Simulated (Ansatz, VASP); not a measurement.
Re in VASP and in Ansatz

```
Re
1.0
     2.76080    0.00000    0.00000
    -1.38040    2.39092    0.00000
     0.00000    0.00000    4.45820
Re
2
Cartesian
  0.0000 1.5939 1.1145
  1.3804 0.7970 3.3436
```

Alike in both runs: task single point; functional r2SCAN; k mesh 9 × 9 × 4; occupations gaussian, width 0.1 eV; no spin polarisation.

|  | VASP | Ansatz |
| --- | --- | --- |
| version | VASP 6.6.1 | Ansatz 0.2.0 |
| potentials or method | VASP PAW PBE potentials, release 64 (Re) | scalar-relativistic, plane waves, PAW |
| plane-wave cutoff (eV) | 520 | 500 |
| valence electrons in the cell | 14 | 30 |

|  | VASP | Ansatz | Ansatz less VASP |
| --- | --- | --- | --- |
| gap on the k mesh at the Fermi level (eV) | none | none | - |
| pressure (GPa) | -0.5 | -0.6 | -0.08 |
| largest component of the traceless stress (GPa) | 0.28 | 0.42 | +0.139 |

A gap of «none» marks a metal or a gap that the smearing closes. The two sets of potentials don't hold the same shells in valence.

Caveats: the PAW data sets were made with another functional, which shifts forces and pressure a little (VASP). Spin-orbit coupling is left out, which matters for the levels of Re.
